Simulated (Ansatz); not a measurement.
# C(111) with Li on 25 % of the top atoms and H on the rest: bands and core levels

Wanted: the XPS lines and the band structure of C(111) with Li on 25 % of the top atoms and H on the rest.

Method: DFT, PBE, plane-wave PAW, default files, scalar-relativistic, in Ansatz 0.2.0.

### Step 1. The structure

The cell holds 32 atoms: 1 Li, 7 H and 24 C. Cell: a = 5.044 Å, b = 5.044 Å, c = 21.734 Å, α = 90.0°, β = 90.0°, γ = 60.0°. It derives from C. How the cell was made: terminated face; group: Li; share of top atoms: 0.25; rest: H; oxygen in back bonds: 0; lower face: H. Regions: ad, 4 atoms (1 Li and 3 H); L1, 4 atoms (4 C); L2, 4 atoms (4 C); L3, 4 atoms (4 C); mid, 4 atoms (4 C); rest, 12 atoms (8 C and 4 H). Vacuum lies along c.

### Step 2. Relaxing the atoms

The cut or typed positions aren't at rest, and spectra shift with geometry, so the relaxation comes first. 12 atoms are held to stand for the bulk. A dipole correction cancels the field between unlike faces.

input.yaml

```yaml
crystal:
  lattice:
    - [5.044499777, 0.0, 0.0]
    - [2.5222498885, 4.3686649563, 0.0]
    - [0.0, 0.0, 21.7336689229]
  atoms:
    - { symbol: Li, position: [0.0, 0.0, 0.677919084] }
    - { symbol: H, position: [0.5, 0.0, 0.633287871] }
    - { symbol: H, position: [0.0, 0.5, 0.633287871] }
    - { symbol: H, position: [0.5, 0.5, 0.633287871] }
    - { symbol: C, position: [0.0, 0.0, 0.58635608] }
    - { symbol: C, position: [0.5, 0.0, 0.58635608] }
    - { symbol: C, position: [0.0, 0.5, 0.58635608] }
    - { symbol: C, position: [0.5, 0.5, 0.58635608] }
    - { symbol: C, position: [0.833333333, 0.333333333, 0.562666932] }
    - { symbol: C, position: [0.333333333, 0.333333333, 0.562666932] }
    - { symbol: C, position: [0.833333333, 0.833333333, 0.562666932] }
    - { symbol: C, position: [0.333333333, 0.833333333, 0.562666932] }
    - { symbol: C, position: [0.833333333, 0.333333333, 0.491599488] }
    - { symbol: C, position: [0.333333333, 0.333333333, 0.491599488] }
    - { symbol: C, position: [0.833333333, 0.833333333, 0.491599488] }
    - { symbol: C, position: [0.333333333, 0.833333333, 0.491599488] }
    - { symbol: C, position: [0.166666667, 0.166666667, 0.46791034] }
    - { symbol: C, position: [0.666666667, 0.166666667, 0.46791034] }
    - { symbol: C, position: [0.166666667, 0.666666667, 0.46791034] }
    - { symbol: C, position: [0.666666667, 0.666666667, 0.46791034] }
    - { symbol: C, position: [0.166666667, 0.166666667, 0.396842895] }
    - { symbol: C, position: [0.666666667, 0.166666667, 0.396842895] }
    - { symbol: C, position: [0.166666667, 0.666666667, 0.396842895] }
    - { symbol: C, position: [0.666666667, 0.666666667, 0.396842895] }
    - { symbol: C, position: [0.0, 0.0, 0.373153747] }
    - { symbol: C, position: [0.5, 0.0, 0.373153747] }
    - { symbol: C, position: [0.0, 0.5, 0.373153747] }
    - { symbol: C, position: [0.5, 0.5, 0.373153747] }
    - { symbol: H, position: [0.0, 0.0, 0.322080916] }
    - { symbol: H, position: [0.5, 0.0, 0.322080916] }
    - { symbol: H, position: [0.0, 0.5, 0.322080916] }
    - { symbol: H, position: [0.5, 0.5, 0.322080916] }
kpoints:
  mp_grid: { grid: [6, 6, 1] }
scf:
  occupations: { method: fermi_dirac, width: 0.02 }
  n_extra_bands: 23
hamiltonian:
  xc: pbe
  pseudopotentials: { kind: paw }
output:
  forces: true
  write_potential: true
  volumetric_format: []
efield:
  axis: 3
  dipole_correction: true
relax:
  f_tol: 0.03
  max_steps: 70
  constraints: [{ sites: [20, 21, 22, 23, 24, 25, 26, 27, 28, 29, 30, 31] }]
```

The run is started by

```bash
$ ansatz run input.yaml --threads 4 --pin off --max-ram 11264MiB --backend cpu --events-out ev --progress --plain --runs-dir out
```

Numbers of over 12 decimals in the logs are rounded to 6 here.

The program printed:

```text
scf.n_extra_bands = 23 over 53 filled bands (N_el = 106.0): the run solves 76 bands
Engine: ansatz 0.2.0, aarch64-unknown-linux-gnu
Pseudopotentials: kind: paw
Pseudopotential: Li, paw, valence charge 3, recommended cutoff 420 eV (normal), Li.paw.azcp
Pseudopotential: H, paw, valence charge 1, recommended cutoff 420 eV (normal), H.paw.azcp
Pseudopotential: C, paw, valence charge 4, recommended cutoff 420 eV (normal), C.paw.azcp
Functional definition: PBE
  parameter kappa = 0.804
  parameter beta = 0.066725
  exchange = pbe_x(kappa = kappa, mu = beta*pi^2/3)
  correlation = pbe_c(beta = beta)
Crystal: 32 atoms, lattice volume = 478.961 Å³
Basis set: ecut = 420 eV, 9439 PW (Γ), exchange–correlation on 72×72×300 points (8 copies of the dense FFT grid, shifted against one another)
Bands: 76, of which v1, the nominal top of the filled ones, is band 53 counted from 1 (52 counted from 0)
Symmetry: 6 space group operations
Space group: P3m1 (ITA 156), of the structure as read, at distance tolerance 7.8e-5 Å
k-points: 7 of 36 (time reversal used)
Non-local potential: Li, projectors of the file, l = 0: 3, l = 1: 2, l = 2: 1
Non-local potential: H, projectors of the file, l = 0: 2, l = 1: 1
Non-local potential: C, projectors of the file, l = 0: 2, l = 1: 2, l = 2: 1
PAW form: soft (Blöchl's): semilocal exchange-correlation on the pseudo side does not see the compensation charge
PAW one-centre angular grid: Li, 110 points (default); XC on 64 Gauss nodes
PAW one-centre angular grid: H, 110 points (default); XC on 64 Gauss nodes
PAW one-centre angular grid: C, 110 points (default); XC on 64 Gauss nodes
Initial density: superposition of atomic densities (neutral atoms: chi_scale 0, normalization atom), corrected by the library's trained network
Initial wavefunctions: pseudopotential atomic-orbital guess
Functional: x = pbe(κ = 0.804, μ = 0.219515), c = pbe(β = 0.066725)
SCF iter   1: F=—  HF=-6335.196509 eV  |F-HF|=—  |Δ(HF+E_count)|=         —  Δρ=4.75e-3  dr2=1.18e0  ethr=1.77e-3  p=0.152 e·Å  D=5.74e-2 V/Å  ΔV_dip=-1.25 eV  dr2_dipole=6.76e-2  V_vac-E_F(+/−)=3.06/4.31 eV  ⟨swp⟩=17.9  Hψ=4462  notcnv=0  defer=76
efield: sawtooth ramp at fractional position 0.9500 (placed from the atoms, in the widest stretch of the axis that holds none; the zero of the levels goes with the place), width 0.1000; the density the first Hamiltonian is built on has a dipole p = 0.152 e·Å; the dipole correction subtracts the counter field D = 5.74e-2 V/Å, which shifts the + side's vacuum level by -1.25 eV against the − side's; the planar-averaged density in the ramp window peaks in size at 1.3e-4 e/Å³
preconditioner: auto → Resta (q_TF=auto, 2.122 Å⁻¹)  ε∞=2.4  [insulator: Δε(μ)=0.744 eV  Ē_g=14.442 eV  σ=0.020 eV  W_gap=1.00  n_scr=80 (ndim 8)  ℏωp=17.3 eV  f_vac=0.562  D(μ)=0.00/eV (n_scr^D=0)  ε∞_Penn≈2.4  vacuum switching on, ρ_ref=1.5e-2 e/Å³]
SCF iter   2: F=—  HF=-6335.196637 eV  |F-HF|=—  |Δ(HF+E_count)|=   1.28e-4  Δρ=9.13e-3  dr2=2.68e0  ethr=1.12e-3  p=0.349 e·Å  D=1.32e-1 V/Å  ΔV_dip=-2.87 eV  dr2_dipole=1.22e0  V_vac-E_F(+/−)=1.24/4.11 eV  ⟨swp⟩=3.6  Hψ=823  notcnv=0  defer=122  recentre
preconditioner: auto → LDOS  [insulator: Δε(μ)=0.073 eV  Ē_g=13.777 eV  σ=0.020 eV  W_gap=0.71  n_scr=80 (ndim 8)  ℏωp=17.3 eV  f_vac=0.570  D(μ)=2.87/eV (n_scr^D=6)  ε∞_Penn≈2.6  β→1.0]
SCF iter   3: F=—  HF=-6335.058355 eV  |F-HF|=—  |Δ(HF+E_count)|=   1.38e-1  Δρ=2.97e-3  dr2=4.01e-1  ethr=1.12e-3  p=0.151 e·Å  D=5.72e-2 V/Å  ΔV_dip=-1.24 eV  dr2_dipole=4.33e-2  V_vac-E_F(+/−)=2.66/3.91 eV  ⟨swp⟩=4.3  Hψ=813  notcnv=0  defer=109
SCF iter   4: F=—  HF=-6335.009708 eV  |F-HF|=—  |Δ(HF+E_count)|=   4.86e-2  Δρ=1.51e-3  dr2=3.95e-2  ethr=3.78e-4  p=0.185 e·Å  D=6.98e-2 V/Å  ΔV_dip=-1.52 eV  dr2_dipole=1.44e-6  V_vac-E_F(+/−)=2.07/3.58 eV  ⟨swp⟩=3.4  Hψ=676  notcnv=0  defer=115
SCF iter   5: F=—  HF=-6335.002207 eV  |F-HF|=—  |Δ(HF+E_count)|=   7.50e-3  Δρ=8.32e-4  dr2=9.11e-3  ethr=3.72e-5  p=0.179 e·Å  D=6.77e-2 V/Å  ΔV_dip=-1.47 eV  dr2_dipole=1.74e-3  V_vac-E_F(+/−)=1.97/3.44 eV  ⟨swp⟩=3.3  Hψ=729  notcnv=0  defer=118
SCF iter   6: F=—  HF=-6335.001531 eV  |F-HF|=—  |Δ(HF+E_count)|=   6.76e-4  Δρ=3.17e-4  dr2=5.00e-4  ethr=8.60e-6  p=0.171 e·Å  D=6.48e-2 V/Å  ΔV_dip=-1.41 eV  dr2_dipole=1.40e-6  V_vac-E_F(+/−)=2.03/3.44 eV  ⟨swp⟩=3.0  Hψ=608  notcnv=0  defer=118
SCF iter   7: F=—  HF=-6335.001608 eV  |F-HF|=—  |Δ(HF+E_count)|=   7.76e-5  Δρ=1.10e-4  dr2=2.97e-4  ethr=4.72e-7  p=0.170 e·Å  D=6.41e-2 V/Å  ΔV_dip=-1.39 eV  dr2_dipole=1.32e-4  V_vac-E_F(+/−)=2.04/3.43 eV  ⟨swp⟩=2.1  Hψ=770  notcnv=0  defer=118
SCF iter   8: F=—  HF=-6335.001601 eV  |F-HF|=—  |Δ(HF+E_count)|=   6.72e-6  Δρ=4.66e-5  dr2=4.75e-5  ethr=2.80e-7  p=0.171 e·Å  D=6.48e-2 V/Å  ΔV_dip=-1.41 eV  dr2_dipole=2.15e-5  V_vac-E_F(+/−)=2.03/3.44 eV  ⟨swp⟩=2.9  Hψ=731  notcnv=0  defer=118
SCF iter   9: F=-6335.001601 eV  HF=-6335.001601 eV  |F-HF|=3.18e-7  |Δ(HF+E_count)|=   5.69e-8  Δρ=1.36e-5  dr2=1.18e-6  ethr=2.12e-8  p=0.172 e·Å  D=6.51e-2 V/Å  ΔV_dip=-1.41 eV  dr2_dipole=5.47e-7  V_vac-E_F(+/−)=2.02/3.44 eV  ⟨swp⟩=11.4  Hψ=4503  notcnv=0
WARN: efield: at this solve's end the planar-averaged density reaches 4.14e-5 e/Å³ inside the ramp window [0.9040, 0.0960] (bound 1e-5 e/Å³); the window's nearer edge stands 4.91 Å from this solve's nearest atom along the axis. Its work functions, free energy, forces, stress, dipole, levels and responses can be off, and this figure does not tell by how much. A short vacuum, a low `basis.ecutwfc` or `basis.ecutrho_ratio` and negative occupations (`scf.occupations.method`) can put density there. See the manual's quickstart, § The vacuum guard
SCF 1 converged in 9 iterations: F = -6335.001601 eV  dr2 = 1.18e-6
  greatest PAW one-centre occupation: 1.000 electrons in one spin orbital (limit 2), on the Li atom at site 0 (counted from 0), in its partial waves of l = 0
relax step   1: F+E_penalty+E_count = -6335.00160112 eV  Δ(F+E_penalty+E_count) = +0.000e0 eV  max|allowed force component| = 4.577e0 eV/Å  Δτ_max = 0.0000 Å  (9 SCF iters, dr2 threshold 2.25e-5 eV, accepted)
Initial density: handed on by an earlier stage of this run
Initial wavefunctions: those handed on with the density
iter 1 solved again at ethr=1.32e-4 eV; its pass at ethr=3.10e-3 eV (dr2=1.40e-1 eV) is discarded
SCF iter   1: F=—  HF=-6335.546542 eV  |F-HF|=—  |Δ(HF+E_count)|=         —  Δρ=5.38e-3  dr2=1.39e-1  ethr=1.32e-4  p=0.172 e·Å  D=6.51e-2 V/Å  ΔV_dip=-1.41 eV  dr2_dipole=9.80e-3  V_vac-E_F(+/−)=2.04/3.46 eV  ⟨swp⟩=2.3  Hψ=1602  notcnv=0  defer=116
[...]
SCF iter   6: F=-6335.605513 eV  HF=-6335.605513 eV  |F-HF|=5.72e-9  |Δ(HF+E_count)|=   5.23e-8  Δρ=1.36e-6  dr2=7.63e-9  ethr=9.43e-11  p=0.161 e·Å  D=6.07e-2 V/Å  ΔV_dip=-1.32 eV  dr2_dipole=1.74e-10  V_vac-E_F(+/−)=2.03/3.35 eV  ⟨swp⟩=10.0  Hψ=3497  notcnv=0
WARN: efield: at this solve's end the planar-averaged density reaches 4.10e-5 e/Å³ inside the ramp window [0.9040, 0.0960] (bound 1e-5 e/Å³); the window's nearer edge stands 4.83 Å from this solve's nearest atom along the axis. Its work functions, free energy, forces, stress, dipole, levels and responses can be off, and this figure does not tell by how much. A short vacuum, a low `basis.ecutwfc` or `basis.ecutrho_ratio` and negative occupations (`scf.occupations.method`) can put density there. See the manual's quickstart, § The vacuum guard
SCF 5 converged in 6 iterations: F = -6335.605513 eV  dr2 = 7.63e-9
relax step   5: F+E_penalty+E_count = -6335.60551316 eV  Δ(F+E_penalty+E_count) = -1.259e-4 eV  max|allowed force component| = 1.266e-2 eV/Å  Δτ_max = 0.0054 Å  (6 SCF iters, accepted)
NSCF: frozen V_eff on 7 k-points
the band table was solved once a step of the walk had ended and its energy, with any forces and stress, was formed, with the checks that follow a solve (4049 applications of the Hamiltonian). They found nothing against the state; the energy, forces and stress were not computed again (output.eigenvalues in the input reference)
WARN: The output density's exchange-correlation potential varies sharply where the density is thin. Do not read a vacuum level from v_tot or v_xc, or from such a field of the output density. On a cell that repeats whose density bears no net charge and no dipole along the vacuum's axis use v_es (v_loc + v_h of the components); under efield.dipole_correction with no amplitude use v_es + v_field, which holds any externa [...]
SCF converged after 6 iterations
Free energy (F): -6335.605513 eV
Harris-Foulkes:  -6335.605513 eV  (|F-HF|=5.72e-9)
Internal energy: -6335.605505 eV  (E = F + TS)
E sigma→0 (E₀):  -6335.605509 eV
Entropy (-TS):   -0.000008 eV (-0.000 meV/atom)
Fermi energy:    2.167169 eV
Dipole field:    D = 0.060643 V/Å  (p = 0.160516 e·Å, saw-weighted, corrected)
Work function:   Φ+ = 2.0308 eV   Φ− = 3.3496 eV
Levels:          The Fermi level and band energies are counted from a zero that moves with the ramp; work functions are not
Vacuum region:   at the solve's end the planar-averaged density reaches 4.10e-5 e/Å³ inside the ramp window [0.9040, 0.0960] (bound 1e-5 e/Å³)
--- Per-component energies (eV) ---
  E_band       = -743.073715
  E_kinetic    = 2324.658048
  E_local      = -79325.892175  (includes V_loc(G=0)·N_el)
  E_nonlocal   = 619.326967
  E_hartree    = 38677.914515
  E_xc         = -1239.938880
  E_vxc        = -1542.233804  (∫ρ·V_xc dr)
  E_paw        = -2406.007230  (= ΣΔE_a)
  E_vpaw       = -177.003480  (= ΣTr[D̂ρ^β])
  E_aug_tail   = -0.009258  (compensation charges beyond the density's cutoff)
  E_efield     = 0.004867  (sawtooth field / dipole correction)
  E_vefield    = 2.245769  (∫n·V_field dr)
  E_ewald      = 35014.337641
  E_smearing   = -0.000008  (= −TS)
  E_closure    = -0.000000  (closes the sum)
  Σ components = -6335.605513   (vs F -6335.605513, Δ=0.00e0)
--- Forces (eV/Å), atoms counted from 1 ---
  atom   1  Li     0.00000000     0.00000000    -0.00036565
  atom   2  H      0.00000000     0.00063070     0.00010630
  atom   3  H      0.00054620    -0.00031535     0.00010630
  atom   4  H     -0.00054620    -0.00031535     0.00010630
  atom   5  C     -0.00000000     0.00000000    -0.01265742
  atom   6  C      0.00000000    -0.00395548    -0.00751929
  atom   7  C     -0.00342555     0.00197774    -0.00751929
  atom   8  C      0.00342555     0.00197774    -0.00751929
  atom   9  C     -0.00000000     0.00175421    -0.00085100
  atom  10  C      0.00000000    -0.00000000    -0.00415483
  atom  11  C     -0.00151919    -0.00087710    -0.00085100
  atom  12  C      0.00151919    -0.00087710    -0.00085100
  atom  13  C      0.00000000     0.00224070    -0.00143594
  atom  14  C      0.00000000     0.00000000     0.00027858
  atom  15  C     -0.00194050    -0.00112035    -0.00143594
  atom  16  C      0.00194050    -0.00112035    -0.00143594
  atom  17  C      0.00037583     0.00021698     0.00614230
  atom  18  C     -0.00037583     0.00021698     0.00614230
  atom  19  C     -0.00000000    -0.00043397     0.00614230
  atom  20  C      0.00000000    -0.00000000     0.00841970
  atom  21  C      0.01622777     0.00936911    -0.90665204
  atom  22  C     -0.01622777     0.00936911    -0.90665204
  atom  23  C     -0.00000000    -0.01873822    -0.90665204
  atom  24  C     -0.00000000     0.00000000    -0.95350267
  atom  25  C      0.00000000    -0.00000000     0.81284211
  atom  26  C      0.00000000     0.00217956     0.79539272
  atom  27  C      0.00188756    -0.00108978     0.79539272
  atom  28  C     -0.00188756    -0.00108978     0.79539272
  atom  29  H      0.00000000     0.00000000     0.12402081
  atom  30  H      0.00000000    -0.00014009     0.12310326
  atom  31  H     -0.00012132     0.00007005     0.12310326
  atom  32  H      0.00012132     0.00007005     0.12310326
  max |Σ_I F_I| component: 2.60e-4 eV/Å
--- Band table (eV; the first three rows and the last of 7) ---
  k-point 0: bands = [... 49 lower, 0.8883, 1.4992, 1.8971, 1.8971, 2.3245, 4.2202, 4.8161, 5.6843, ... 19 higher]
  k-point 1: bands = [... 49 lower, 0.5765, 1.1681, 1.6181, 1.6369, 2.4410, 4.4212, 4.9636, 5.7586, ... 19 higher]
  k-point 2: bands = [... 49 lower, -0.1609, 0.0277, 0.9808, 1.8075, 2.8154, 4.6816, 5.0346, 5.4045, ... 19 higher]
  k-point 6: bands = [... 49 lower, -0.6035, 0.0887, 0.1332, 1.9925, 3.8409, 4.2145, 4.2216, 6.5282, ... 19 higher]
--- Relaxed structure (5 steps of the walk, 5 accepted, 0 SCFs on fresh bases) ---
  F+E_penalty+E_count = -6335.60551316 eV   max|allowed force component| = 1.266e-2 eV/Å
  atoms:
    - { symbol: Li, position: [2.555547172953703e-18, 0, 0.681926] }
    - { symbol: H, position: [0.500771, -0.00154154, 0.636762] }
    - { symbol: H, position: [-0.00154154, 0.500771, 0.636762] }
    - { symbol: H, position: [0.500771, 0.500771, 0.636762] }
    - { symbol: C, position: [-1.713726667158991e-19, 0, 0.586087] }
    - { symbol: C, position: [0.500514, -0.0010285, 0.585165] }
    - { symbol: C, position: [-0.0010285, 0.500514, 0.585165] }
    - { symbol: C, position: [0.500514, 0.500514, 0.585165] }
    - { symbol: C, position: [0.834766, 0.330468, 0.563730] }
    - { symbol: C, position: [0.333333, 0.333333, 0.563446] }
    - { symbol: C, position: [0.834766, 0.834766, 0.563730] }
    - { symbol: C, position: [0.330468, 0.834766, 0.563730] }
    - { symbol: C, position: [0.833291, 0.333417, 0.491498] }
    - { symbol: C, position: [0.333333, 0.333333, 0.491663] }
    - { symbol: C, position: [0.833291, 0.833291, 0.491498] }
    - { symbol: C, position: [0.333417, 0.833291, 0.491498] }
    - { symbol: C, position: [0.166595, 0.166595, 0.468116] }
    - { symbol: C, position: [0.666810, 0.166595, 0.468116] }
    - { symbol: C, position: [0.166595, 0.666810, 0.468116] }
    - { symbol: C, position: [0.666667, 0.666667, 0.468056] }
    - { symbol: C, position: [0.166667, 0.166667, 0.396842895] }
    - { symbol: C, position: [0.666667, 0.166667, 0.396842895] }
    - { symbol: C, position: [0.166667, 0.666667, 0.396842895] }
    - { symbol: C, position: [0.666667, 0.666667, 0.396842895] }
    - { symbol: C, position: [0.0, 0.0, 0.373154] }
    - { symbol: C, position: [0.5, 0.0, 0.373154] }
    - { symbol: C, position: [0.0, 0.5, 0.373154] }
    - { symbol: C, position: [0.500000, 0.5, 0.373154] }
    - { symbol: H, position: [0.0, 0.0, 0.322080916] }
    - { symbol: H, position: [0.5, 0.0, 0.322080916] }
    - { symbol: H, position: [0.0, 0.5, 0.322080916] }
    - { symbol: H, position: [0.500000, 0.5, 0.322080916] }
```

It took 33 s on 4 threads of Arm Neoverse V1, shared host; peak memory 1.1 GiB.

Step by step:

```
step  energy less that of the first step (eV)  largest force component (eV/Å)
   1                                   0.0000                          4.5773
   2                                  -0.5139                          1.3630
   3                                  -0.6004                          0.2224
   4                                  -0.6038                          0.0352
   5                                  -0.6039                          0.0127
```

Forces are held to the 6 operations that the run works with; a distortion that breaks them can't arise in this run.

The atoms that moved most (Å):

```
atom      dx      dy      dz  length
 Li1   0.000   0.000   0.087   0.087
  H2   0.000  -0.007   0.076   0.076
  H3  -0.006   0.003   0.076   0.076
  H4   0.006   0.003   0.076   0.076
 C11   0.011   0.006   0.023   0.026
  C9   0.000  -0.013   0.023   0.026
 C12  -0.011   0.006   0.023   0.026
  C6   0.000  -0.004  -0.026   0.026
```

Numbers from this step:

* free energy: -6335.6055 eV
* Fermi energy: 2.167 eV
* symmetry operations: 6
* gap on the k-mesh: 0.3320 eV
* ionisation potential, upper face: 2.205 eV
* upper vacuum level less the lowest empty level (Kohn–Sham affinity): 1.873 eV
* ionisation potential, lower face: 3.524 eV

The relaxation ends 19 meV an atom lower, with a largest force component of 0.013 eV/Å on the free atoms.

[end of part 1 of 4]

[Logs are printed without paths, hosts, clocks, repeated set-up lines and the standing remarks that a program may print on its own settings, such as how far it seeks lower states.]

[Hosts, paths, dates, database ids (printed as entryN), source tags and the programs' standing remarks are cut or masked in the printed files.]

[Maps of the electrostatic potential energy from Ansatz leave out the sawtooth potential of an applied field or a dipole correction, so their vacuum need not be flat; work functions include it.]
